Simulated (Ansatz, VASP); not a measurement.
## Al26CN27 (C_Al) in two plane-wave programs

Wanted: the spread between two codes on one cell, functional and k mesh. The structure shown is the start of the Ansatz relaxation below; VASP solves that cell, so the two are compared at the walk's first step.

Method: plane waves, with VASP 6.6.1 beside it; single point at r2SCAN, in Ansatz 0.2.0.

## 1. The structure

The cell holds 54 atoms: 26 Al, 27 N and 1 C. Cell: a = 9.269 Å, b = 9.269 Å, c = 9.269 Å, α = 60.0°, β = 60.0°, γ = 60.0°. It derives from AlN (AlN (F-43m)). Nearest the centre at fractional (0.333, 0.667, 0.667): C54 at 0.05 Å, N43 at 1.85 Å, N44 at 1.87 Å, N41 at 1.88 Å, N35 at 1.94 Å, Al16 at 3.04 Å, Al25 at 3.05 Å, Al26 at 3.06 Å.

Coordinates:

```xyz
54
Lattice="0.0000 6.5542 6.5542 6.5542 0.0000 6.5542 6.5542 6.5542 0.0000" Properties=species:S:1:pos:R:3 pbc="T T T"
Al    6.5434    0.0442    6.5336
Al    8.6930    2.1696    6.5670
Al    4.3955   10.8829    6.5414
Al    2.2305    6.5729    8.7461
Al    4.3700    8.6994    8.7696
Al    6.5488   10.8811    8.7647
Al    4.4075    6.5246   10.9103
Al    6.5396    2.2311    4.3812
Al    8.7833   10.9359   10.9431
Al    0.0329    2.2173    2.2037
Al    2.1894    4.3216    2.1985
Al    4.3453    6.5305    2.2215
Al    2.2053    2.2138    4.3343
Al    4.3790    4.4184    4.3733
Al    6.5648    6.5055    4.3652
Al   10.8927    8.6998    6.5517
Al    6.5220    4.3323    6.5452
Al    6.5176    4.3806   10.8915
Al    2.1632    6.5099    4.3609
Al    4.4151    8.7284    4.3521
Al    2.1667    4.3759    6.5080
Al    4.3215    6.5674    6.5495
Al    6.5527    8.7776    6.5859
Al    4.3414    4.4026    8.7141
Al    6.5769    6.5825    8.7046
Al    8.6987    8.7295    8.7107
N     1.1253    1.0561    1.1022
N     3.2962    3.3207    1.1078
N     5.4697    5.4776    1.1391
N     3.2379    1.1101    3.3026
N     5.4930    3.2392    3.2869
N     7.6075    5.4316    3.2848
N     5.4513    1.0875    5.5105
N     7.6921    3.2599    5.4734
N     9.8498    5.4257    5.4326
N     1.0835    3.2421    3.2425
N     3.3251    5.4591    3.2910
N     5.4516    7.6811    3.2424
N     3.2942    3.2912    5.5066
N     5.4888    5.5039    5.4604
N     7.6642    7.6814    5.4930
N     5.4264    3.2990    7.6189
N     7.6482    5.5091    7.6302
N     9.8130    7.6708    7.6068
N     1.0425    5.4589    5.4606
N     3.2868    7.6732    5.5030
N     5.4754    9.8073    5.4201
N     3.2788    5.4556    7.6961
N     5.4180    7.6340    7.6671
N     7.6365    9.7968    7.6814
N     5.4350    5.4377    9.7967
N     7.6879    7.6319    9.8073
N     9.8678    9.8584    9.8105
C     8.7121    6.5797    6.5205
```

## 2. Ansatz: relaxation, r2SCAN

Ansatz runs on its PAW soft_1 files.

The two programs are compared at the cell with which this relaxation starts, whose forces are those of its first step.

input.yaml

```yaml
crystal:
  lattice:
    - [0.0, 6.55418986, 6.55418986]
    - [6.55418986, 0.0, 6.55418986]
    - [6.55418986, 6.55418986, 0.0]
  atoms:
    - { symbol: Al, position: [0.0, 0.0, 0.0] }
    - { symbol: "N", position: [0.08333333, 0.08333333, 0.08333333] }
    - { symbol: Al, position: [0.0, 0.0, 0.33333333] }
    - { symbol: "N", position: [0.08333333, 0.08333333, 0.41666667] }
    - { symbol: Al, position: [0.0, 0.0, 0.66666667] }
    - { symbol: "N", position: [0.08333333, 0.08333333, 0.75] }
    - { symbol: Al, position: [0.0, 0.33333333, 0.0] }
    - { symbol: "N", position: [0.08333333, 0.41666667, 0.08333333] }
    - { symbol: Al, position: [0.0, 0.33333333, 0.33333333] }
    - { symbol: "N", position: [0.08333333, 0.41666667, 0.41666667] }
    - { symbol: Al, position: [0.0, 0.33333333, 0.66666667] }
    - { symbol: "N", position: [0.08333333, 0.41666667, 0.75] }
    - { symbol: Al, position: [0.0, 0.66666667, 0.0] }
    - { symbol: "N", position: [0.08333333, 0.75, 0.08333333] }
    - { symbol: Al, position: [0.0, 0.66666667, 0.33333333] }
    - { symbol: "N", position: [0.08333333, 0.75, 0.41666667] }
    - { symbol: Al, position: [0.0, 0.66666667, 0.66666667] }
    - { symbol: "N", position: [0.08333333, 0.75, 0.75] }
    - { symbol: Al, position: [0.33333333, 0.0, 0.0] }
    - { symbol: "N", position: [0.41666667, 0.08333333, 0.08333333] }
    - { symbol: Al, position: [0.33333333, 0.0, 0.33333333] }
    - { symbol: "N", position: [0.41666667, 0.08333333, 0.41666667] }
    - { symbol: Al, position: [0.33333333, 0.0, 0.66666667] }
    - { symbol: "N", position: [0.41666667, 0.08333333, 0.75] }
    - { symbol: Al, position: [0.33333333, 0.33333333, 0.0] }
    - { symbol: "N", position: [0.41666667, 0.41666667, 0.08333333] }
    - { symbol: Al, position: [0.33333333, 0.33333333, 0.33333333] }
    - { symbol: "N", position: [0.41666667, 0.41666667, 0.41666667] }
    - { symbol: Al, position: [0.33333333, 0.33333333, 0.66666667] }
    - { symbol: "N", position: [0.41666667, 0.41666667, 0.75] }
    - { symbol: Al, position: [0.33333333, 0.66666667, 0.0] }
    - { symbol: "N", position: [0.41666667, 0.75, 0.08333333] }
    - { symbol: Al, position: [0.33333333, 0.66666667, 0.33333333] }
    - { symbol: "N", position: [0.41666667, 0.75, 0.41666667] }
    - { symbol: C, position: [0.33333333, 0.66666667, 0.66666667] }
    - { symbol: "N", position: [0.41666667, 0.75, 0.75] }
    - { symbol: Al, position: [0.66666667, 0.0, 0.0] }
    - { symbol: "N", position: [0.75, 0.08333333, 0.08333333] }
    - { symbol: Al, position: [0.66666667, 0.0, 0.33333333] }
    - { symbol: "N", position: [0.75, 0.08333333, 0.41666667] }
    - { symbol: Al, position: [0.66666667, 0.0, 0.66666667] }
    - { symbol: "N", position: [0.75, 0.08333333, 0.75] }
    - { symbol: Al, position: [0.66666667, 0.33333333, 0.0] }
    - { symbol: "N", position: [0.75, 0.41666667, 0.08333333] }
    - { symbol: Al, position: [0.66666667, 0.33333333, 0.33333333] }
    - { symbol: "N", position: [0.75, 0.41666667, 0.41666667] }
    - { symbol: Al, position: [0.66666667, 0.33333333, 0.66666667] }
    - { symbol: "N", position: [0.75, 0.41666667, 0.75] }
    - { symbol: Al, position: [0.66666667, 0.66666667, 0.0] }
    - { symbol: "N", position: [0.75, 0.75, 0.08333333] }
    - { symbol: Al, position: [0.66666667, 0.66666667, 0.33333333] }
    - { symbol: "N", position: [0.75, 0.75, 0.41666667] }
    - { symbol: Al, position: [0.66666667, 0.66666667, 0.66666667] }
    - { symbol: "N", position: [0.75, 0.75, 0.75] }
  host:
    repeats: [3, 3, 3]
    atoms:
      - { symbol: Al, position: [0.0, 0.0, 0.0] }
      - { symbol: "N", position: [0.25, 0.25, 0.25] }
basis:
  ecutwfc: 500
  xc_grid: 2
hamiltonian:
  xc: r2scan
  pseudopotentials: { kind: paw, azcp: { folder: soft_1 } }
kpoints:
  mp_grid: { grid: [1, 1, 1], shift: [0.25, 0.25, 0.25] }
magnetization:
  spin_polarized: true
  initial_magnetization: 1
  spin_locking: { lock_magnetization: hard }
scf:
  occupations: { method: fixed }
  max_iter: 60
output:
  forces: true
  charged_corrections:
    epsilon: 4.64
    static_epsilon: 8.51
    defect_position: [0.333333, 0.666667, 0.666667]
relax:
  f_tol: 0.02
  max_steps: 80
  random_displacement: { amplitude: 0.05, seed: 194 }
checkpoint:
  write: "../q0_M1.relax.run"
  compress: false
  write_wavefunctions: true
  write_every: 100000
```

On the command line:

```bash
> ansatz run input.yaml --threads 4 --pin off --max-ram 7536MiB --backend cpu --events-out ev --progress --plain --runs-dir out
```

Numbers of over 12 decimals in the logs are rounded to 6 here.

The log of the run:

```text
Warning: This run holds its total moment fixed (magnetization.spin_locking.lock_magnetization: hard) and mixes its density by anderson or broyden (scf.mixing.algorithm, typed or taken by auto). Slabs with a fixed moment have converged under broyden above another state at the same moment, at the default mixing steps and at smaller ones, and under scf.lower_state_search: standard, light or off a state that such a mixer [...]
Engine: ansatz 0.2.0, aarch64-unknown-linux-gnu
Pseudopotentials: kind: paw
Pseudopotential: Al, paw, valence charge 3, recommended cutoff 500 eV (meta_gga), soft_1/Al.paw.azcp
Pseudopotential: N, paw, valence charge 5, recommended cutoff 500 eV (meta_gga), soft_1/N.paw.azcp
Pseudopotential: C, paw, valence charge 4, recommended cutoff 500 eV (meta_gga), soft_1/C.paw.azcp
Functional definition: r2SCAN
  parameter k0 = 0.174
  parameter k1 = 0.065
  parameter a1 = 4.9479
  exchange = r2scan_x(k0 = k0, k1 = k1, a1 = a1)
  correlation = r2scan_c
Crystal: 54 atoms, lattice volume = 563.102 Å³
Basis set: ecut = 500 eV, 14331 PW (Γ), exchange–correlation on 144×144×144 points (8 copies of the dense FFT grid, shifted against one another)
Bands: 163, of which v1, the nominal top of the filled ones, is band 109 counted from 1 (108 counted from 0)
Symmetry: 1 space group operations
k-points: 1
Non-local potential: Al, projectors of the file, l = 0: 2, l = 1: 2, l = 2: 1
Non-local potential: N, projectors of the file, l = 0: 2, l = 1: 2, l = 2: 1
Non-local potential: C, projectors of the file, l = 0: 2, l = 1: 2, l = 2: 1
PAW form: soft (Blöchl's): semilocal exchange-correlation on the pseudo side does not see the compensation charge
PAW frozen core: Al, regenerated for the run's functional (the file was generated under x = pbe(κ = 0.804, μ = 0.219515), c = pbe(β = 0.066725))
PAW frozen core: N, regenerated for the run's functional (the file was generated under x = pbe(κ = 0.804, μ = 0.219515), c = pbe(β = 0.066725))
PAW frozen core: C, regenerated for the run's functional (the file was generated under x = pbe(κ = 0.804, μ = 0.219515), c = pbe(β = 0.066725))
PAW one-centre angular grid: Al, 302 points (default); XC on 160 Gauss nodes
PAW one-centre angular grid: N, 302 points (default); XC on 160 Gauss nodes
PAW one-centre angular grid: C, 302 points (default); XC on 219 of its mesh's 2255 points in the sphere
Initial density: superposition of atomic densities (chi_scale 0.1, normalization cell, long waves kept (reshape's long-wave potential 0.11 eV rms))
Starting moments: Σ|m| = 1 μB on 54 of 54 sites
Initial wavefunctions: pseudopotential atomic-orbital guess
Functional: x = r2scan, c = r2scan; τ floored in thin density (d = 2e-4 eV/Å³)
SCF iter   1: F=—  HF=-24794.199240 eV  |F-HF|=—  |Δ(HF+E_count)|=         —  Δρ=6.90e-2 (↑6.76e-2 ↓6.90e-2)  dr2=1.31e2  dr2_τ=3.68e0  dr2_m=1.01e-1  M=1.000 μB ∫|m|=1.005 μB  β_m=1.20  ethr=3.10e-3  ⟨swp⟩=5.0  Hψ=1072  notcnv=0  defer=100
preconditioner: auto → Resta (q_TF=auto, 2.327 Å⁻¹)  ε∞=3.3  [insulator: Δε(μ)=1.051 eV  Ē_g=15.113 eV  n_scr=112 (ndim 8)  ℏωp=23.1 eV  f_vac=0.000  ε∞_Penn≈3.3]
spin=Collinear: Resta preconditioning applied to the charge; magnetization (m = ρ↑ − ρ↓) channel mixes plain (no charge-response kernel on spin).
SCF iter   2: F=—  HF=-24768.622226 eV  |F-HF|=—  |Δ(HF+E_count)|=    2.56e1  Δρ=3.53e-2 (↑3.53e-2 ↓3.52e-2)  dr2=3.43e1  dr2_τ=2.96e-1  dr2_m=5.10e-3  M=1.000 μB ∫|m|=1.097 μB  β_m=1.20  ethr=3.10e-3  ⟨swp⟩=3.0  Hψ=574  notcnv=0  defer=102  κ⁻¹=1.0e0(r=1)
SCF iter   3: F=—  HF=-24764.892568 eV  |F-HF|=—  |Δ(HF+E_count)|=    3.73e0  Δρ=1.83e-2 (↑1.83e-2 ↓1.83e-2)  dr2=4.78e0  dr2_τ=4.63e-2  dr2_m=1.08e-3  M=1.000 μB ∫|m|=1.134 μB  β_m=1.20  ethr=3.10e-3  ⟨swp⟩=2.0  Hψ=567  notcnv=0  defer=102  κ⁻¹=5.7e-2(r=2)
SCF iter   4: F=—  HF=-24765.348928 eV  |F-HF|=—  |Δ(HF+E_count)|=   4.56e-1  Δρ=1.18e-2 (↑1.18e-2 ↓1.18e-2)  dr2=1.62e0  dr2_τ=2.27e-2  dr2_m=2.74e-4  M=1.000 μB ∫|m|=1.123 μB  β_m=1.20  ethr=2.20e-3  ⟨swp⟩=2.0  Hψ=347  notcnv=0  defer=104  κ⁻¹=8.1e-3(r=3)
SCF iter   5: F=—  HF=-24765.506016 eV  |F-HF|=—  |Δ(HF+E_count)|=   1.57e-1  Δρ=2.47e-3 (↑2.45e-3 ↓2.47e-3)  dr2=8.50e-2  dr2_τ=1.78e-3  dr2_m=2.85e-4  M=1.000 μB ∫|m|=1.117 μB  β_m=1.20  ethr=7.47e-4  ⟨swp⟩=2.0  Hψ=318  notcnv=0  defer=102  κ⁻¹=5.3e-4(r=4)
[...]
atom  36  N     -0.00710151    -0.00049287     0.00020785
  atom  37  Al    -0.00096126    -0.00195447    -0.00171930
  atom  38  N     -0.00057199     0.00252644     0.00214753
  atom  39  Al    -0.00041885     0.00117955     0.00361490
  atom  40  N     -0.00347714    -0.00025421     0.00272903
  atom  41  Al     0.00126878     0.00460994    -0.00214403
  atom  42  N     -0.00671581     0.00453551     0.00288035
  atom  43  Al    -0.00048408     0.00250865     0.00254412
  atom  44  N     -0.00234595     0.00201746    -0.00199197
  atom  45  Al    -0.00108770     0.00146914     0.00278918
  atom  46  N     -0.00824982     0.00447451     0.00165937
  atom  47  Al     0.00247738    -0.00463507     0.00162367
  atom  48  N     -0.00587040     0.01095555     0.00490272
  atom  49  Al     0.00302923    -0.00297697     0.00242836
  atom  50  N     -0.00425575     0.00121726     0.00383516
  atom  51  Al     0.00010595     0.00008226     0.00206526
  atom  52  N     -0.00582608     0.00242563     0.00757838
  atom  53  Al     0.00449617    -0.00485575    -0.00470685
  atom  54  N     -0.00159953     0.00440492     0.00660316
  max |Σ_I F_I| component: 1.90e-2 eV/Å
--- Band table (eV) ---
  k-point 0 ↑: bands = [... 105 lower, 6.5160, 6.6806, 7.8777, 9.0247, 11.2503, 11.6714, 11.6730, 11.9590, ... 50 higher]
  k-point 0 ↓: bands = [... 105 lower, 6.5254, 6.6856, 7.8939, 10.6892, 11.4790, 11.7041, 11.7193, 12.0192, ... 50 higher]
--- Relaxed structure (10 steps of the walk, 10 accepted, 0 SCFs on fresh bases) ---
  F+E_penalty+E_count = -24768.62989321 eV   max|allowed force component| = 1.419e-2 eV/Å
  atoms:
    - { symbol: Al, position: [-0.000954561, -0.000570936, -0.000572678] }
    - { symbol: N, position: [0.079751, 0.084586, 0.084604] }
    - { symbol: Al, position: [-0.000456957, -0.000790207, 0.334796] }
    - { symbol: N, position: [0.083374, 0.081909, 0.418614] }
    - { symbol: Al, position: [-0.00694953, -0.00252526, 0.671159] }
    - { symbol: N, position: [0.082599, 0.082447, 0.749976] }
    - { symbol: Al, position: [-0.000452197, 0.334796, -0.00078852] }
    - { symbol: N, position: [0.083393, 0.418589, 0.081912] }
    - { symbol: Al, position: [0.00471123, 0.331228, 0.331225] }
    - { symbol: N, position: [0.087552, 0.415422, 0.415408] }
    - { symbol: Al, position: [0.00417004, 0.331675, 0.665795] }
    - { symbol: N, position: [0.083171, 0.418889, 0.749580] }
    - { symbol: Al, position: [-0.00699132, 0.671168, -0.00249845] }
    - { symbol: N, position: [0.082609, 0.749961, 0.082460] }
    - { symbol: Al, position: [0.00416504, 0.665802, 0.331673] }
    - { symbol: N, position: [0.083168, 0.749564, 0.418918] }
    - { symbol: Al, position: [-0.00688333, 0.671228, 0.671234] }
    - { symbol: N, position: [0.046651, 0.762268, 0.762295] }
    - { symbol: Al, position: [0.328284, 0.00154162, 0.00147905] }
    - { symbol: N, position: [0.411103, 0.085950, 0.085983] }
    - { symbol: Al, position: [0.330458, -0.00363922, 0.342361] }
    - { symbol: N, position: [0.419266, 0.081776, 0.416337] }
    - { symbol: Al, position: [0.329778, -0.00333238, 0.663604] }
    - { symbol: N, position: [0.411195, 0.086057, 0.750261] }
    - { symbol: Al, position: [0.330455, 0.342380, -0.00362553] }
    - { symbol: N, position: [0.419287, 0.416355, 0.081717] }
    - { symbol: Al, position: [0.336325, 0.332208, 0.332167] }
    - { symbol: N, position: [0.419624, 0.416184, 0.416170] }
    - { symbol: Al, position: [0.330377, 0.342243, 0.663573] }
    - { symbol: N, position: [0.417848, 0.452251, 0.732167] }
    - { symbol: Al, position: [0.329779, 0.663633, -0.00338178] }
    - { symbol: N, position: [0.411182, 0.750259, 0.086058] }
    - { symbol: Al, position: [0.330372, 0.663587, 0.342155] }
    - { symbol: N, position: [0.417833, 0.732204, 0.452228] }
    - { symbol: C, position: [0.420928, 0.637481, 0.637425] }
    - { symbol: N, position: [0.415616, 0.732427, 0.732393] }
    - { symbol: Al, position: [0.662223, 0.00131399, 0.00135845] }
    - { symbol: N, position: [0.749317, 0.083304, 0.083323] }
    - { symbol: Al, position: [0.669605, -0.00138793, 0.332413] }
    - { symbol: N, position: [0.749811, 0.083078, 0.417738] }
    - { symbol: Al, position: [0.662238, 0.00132572, 0.667893] }
    - { symbol: N, position: [0.737234, 0.093006, 0.751740] }
    - { symbol: Al, position: [0.669618, 0.332387, -0.00137774] }
    - { symbol: N, position: [0.749830, 0.417714, 0.083085] }
    - { symbol: Al, position: [0.669957, 0.332236, 0.332255] }
    - { symbol: N, position: [0.756160, 0.414142, 0.414157] }
    - { symbol: Al, position: [0.671280, 0.338820, 0.661451] }
    - { symbol: N, position: [0.755492, 0.414417, 0.749536] }
    - { symbol: Al, position: [0.662252, 0.667869, 0.0013417] }
    - { symbol: N, position: [0.737241, 0.751688, 0.093056] }
    - { symbol: Al, position: [0.671241, 0.661411, 0.338903] }
    - { symbol: N, position: [0.755503, 0.749532, 0.414435] }
    - { symbol: Al, position: [0.670480, 0.661760, 0.661776] }
    - { symbol: N, position: [0.737196, 0.751623, 0.751659] }
```

Reading the cycles: dr2 is the Hartree energy of the density residual (eV), the measure of convergence; HF is the Harris–Foulkes estimate of the energy, which meets the free energy F at convergence.

[end of part 1 of 2]

[Lines on the potential files, build, host, timing and source positions are cut from VASP's logs without a mark.]

[Logs are printed without paths, hosts, clocks, repeated set-up lines and the standing remarks that a program may print on its own settings, such as how far it seeks lower states.]

[Hosts, paths, dates, database ids (printed as entryN), source tags and the programs' standing remarks are cut or masked in the printed files.]
